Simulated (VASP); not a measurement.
# SnTe (Fm-3m) in VASP: notebook, part 2 of 2

VASP 6.6.1.

## Step 4: Equation of state, PBE+D3(BJ), 30.71 Å³/atom (a relaxed cell with its volume scaled by 0.98)

The input, INCAR:

```
  PREC = Accurate
  ENCUT = 520
  EDIFF = 1E-6
  ISMEAR = 0
  SIGMA = 0.02
  LREAL = False
  LASPH = True
  NELM = 80
  ALGO = Fast
  ISIF = 2
  LWAVE = False
  LCHARG = False
  GGA = PE
  IVDW = 12
```

The input, KPOINTS:

```
Automatic mesh
0
Gamma
  6 6 6
```

The input, POSCAR:

```
SnTe                                    
1.0
    0.0000000000      3.1315137959      3.1315137959
    3.1315137959      0.0000000000      3.1315137959
    3.1315137959      3.1315137959     -0.0000000000
  Te              Sn            
     1     1
Direct
     0.5000000000000000    0.5000000000000000    0.5000000000000000
     1.0000000000000000    1.0000000000000000    1.0000000000000000
```

The run is started by

```sh
cat potpaw_PBE.64/Te/POTCAR potpaw_PBE.64/Sn_d/POTCAR > POTCAR
mpirun -np 1 vasp_std > vasp.out
```

Run time: 13 s. Hardware: 1 thread of AMD EPYC 9R45 (Zen 5), shared host; peak memory 0.18 GiB.

The run converged. Its results:

| Quantity | Value |
| --- | --- |
| Free energy | -8.3403 eV |
| Pressure | 1.0 GPa |
| Band gap on the k mesh | 0.15 eV, direct |
| Dispersion energy per atom | -0.409 eV |

Caveat: spin-orbit coupling is left out, which moves the levels of the heavy elements.

## Step 5: Equation of state, PBE+D3(BJ), 31.34 Å³/atom

INCAR is that of step 4.

KPOINTS is that of step 4.

The input, POSCAR:

```
SnTe                                    
1.0
    0.0000000000      3.1526733148      3.1526733148
    3.1526733148      0.0000000000      3.1526733148
    3.1526733148      3.1526733148     -0.0000000000
  Te              Sn            
     1     1
Direct
     0.5000000000000000    0.5000000000000000    0.5000000000000000
     1.0000000000000000    1.0000000000000000    1.0000000000000000
```

The run is started by

```sh
cat potpaw_PBE.64/Te/POTCAR potpaw_PBE.64/Sn_d/POTCAR > POTCAR
mpirun -np 1 vasp_std > vasp.out
```

It took 13 s on 1 thread of AMD EPYC 9R45 (Zen 5), shared host; peak memory 0.18 GiB.

The run converged. Its results:

```
Free energy                : -8.3442 eV
Pressure                   : 0.0 GPa
Band gap on the k mesh     : 0.09 eV, direct
Dispersion energy per atom : -0.400 eV
```

Caveat: spin-orbit coupling is left out, which moves the levels of the heavy elements.

## Step 6: Equation of state, PBE+D3(BJ), 31.96 Å³/atom (a relaxed cell with its volume scaled by 1.02)

INCAR is that of step 5.

KPOINTS is that of step 5.

The input, POSCAR:

```
SnTe                                    
1.0
    0.0000000000      3.1735525545      3.1735525545
    3.1735525545      0.0000000000      3.1735525545
    3.1735525545      3.1735525545     -0.0000000000
  Te              Sn            
     1     1
Direct
     0.5000000000000000    0.5000000000000000    0.5000000000000000
     1.0000000000000000    1.0000000000000000    1.0000000000000000
```

Potentials or basis: VASP PAW PBE potentials, release 64 (Te, Sn_d).

The run is started by

```sh
cat potpaw_PBE.64/Te/POTCAR potpaw_PBE.64/Sn_d/POTCAR > POTCAR
mpirun -np 1 vasp_std > vasp.out
```

Wall time 13 s (1 thread of AMD EPYC 9R45 (Zen 5), shared host); peak memory 0.18 GiB.

The run converged. Its results:

| Property | Result |
| --- | --- |
| Free energy | -8.3408 eV |
| Pressure | -0.9 GPa |
| Band gap on the k mesh | 0.03 eV, direct |
| Dispersion energy per atom | -0.392 eV |

Caveat: spin-orbit coupling is left out, which moves the levels of the heavy elements.

## Step 7: Equation of state, PBE+D3(BJ), 32.59 Å³/atom (a relaxed cell with its volume scaled by 1.04)

INCAR is that of step 6.

KPOINTS is that of step 6.

The input, POSCAR:

```
SnTe                                    
1.0
    0.0000000000      3.1941606160      3.1941606160
    3.1941606160      0.0000000000      3.1941606160
    3.1941606160      3.1941606160     -0.0000000000
  Te              Sn            
     1     1
Direct
     0.5000000000000000    0.5000000000000000    0.5000000000000000
     1.0000000000000000    1.0000000000000000    1.0000000000000000
```

The run is started by

```sh
cat potpaw_PBE.64/Te/POTCAR potpaw_PBE.64/Sn_d/POTCAR > POTCAR
mpirun -np 1 vasp_std > vasp.out
```

Wall time 14 s (1 thread of AMD EPYC 9R45 (Zen 5), shared host); peak memory 0.18 GiB.

Results (log left out):

```yaml
Free_energy: -8.3317 eV
Pressure: -1.5 GPa
Band_gap_on_the_k_mesh: 0.02 eV, direct
Dispersion_energy_per_atom: -0.384 eV
```

Caveat: spin-orbit coupling is left out, which moves the levels of the heavy elements.

## Step 8: Equation of state, PBE+D3(BJ)

No new run: the results of the series are fitted here.

Results:

* Equilibrium volume: 31.34 Å³/atom (rough: see the caveat)
* Bulk modulus: 45 GPa (rough)

Energy against volume, from the lowest point:
| volume (Å³/atom) | energy (meV/atom) |
| --- | --- |
| 30.082 | 8.05 |
| 30.709 | 1.95 |
| 31.336 | 0.00 |
| 31.962 | 1.72 |
| 32.589 | 6.27 |

Caveat: the fit is doubtful: noisy points or a state that changes with volume.

## Step 9: For comparison

An earlier run on the cell as given: functional PBE; potentials or basis VASP PAW PBE potentials, release 64 (Te, Sn_d); cutoff 520 eV; k mesh 7 × 7 × 7; occupations fermi-dirac, width 0.05 eV; no spin polarisation.

* Pressure: 2.2 GPa

## Step 10: The runs side by side

| task | level | cell | k mesh | smearing | ladder | grid for exact exchange (PRECFOCK) | exchange at q = 0 | pressure (GPa) |
| --- | --- | --- | --- | --- | --- | --- | --- | --- |
| band structure | PBE0 | Fm-3m, 31.28 Å³/atom | 6 × 6 × 6 | gaussian 0.02 eV | gaps | Fast | truncated | 0.9 |
| equation of state | PBE+D3(BJ) | Fm-3m, 31.34 Å³/atom | 6 × 6 × 6 | gaussian 0.02 eV | gaps | - | - | - |
| single point | PBE | Fm-3m, 31.28 Å³/atom | 7 × 7 × 7 | fermi-dirac 0.05 eV | - | - | - | 2.2 |

Alike in all rows: potentials or basis VASP PAW PBE potentials, release 64 (Te, Sn_d); no spin polarisation; cutoff (eV) 520.

Caveats: the PAW data sets were made with another functional, which shifts forces and pressure a little (some runs); spin-orbit coupling is left out, which moves the levels of the heavy elements (some runs); the fit is doubtful: noisy points or a state that changes with volume (some runs).

Total energies depend on the potentials used, so only differences within one code and one set of settings carry meaning.

## Step 11: How close it comes

Step 2. A measured gap of SnTe is 0.18 eV (direct; 300 K; a printed reference work, textbook); the calculated 0.20 eV misses it by +0.02 eV. Spin-orbit coupling on Sn, Te is left out. The value is that of PBE0, without temperature or zero-point motion.
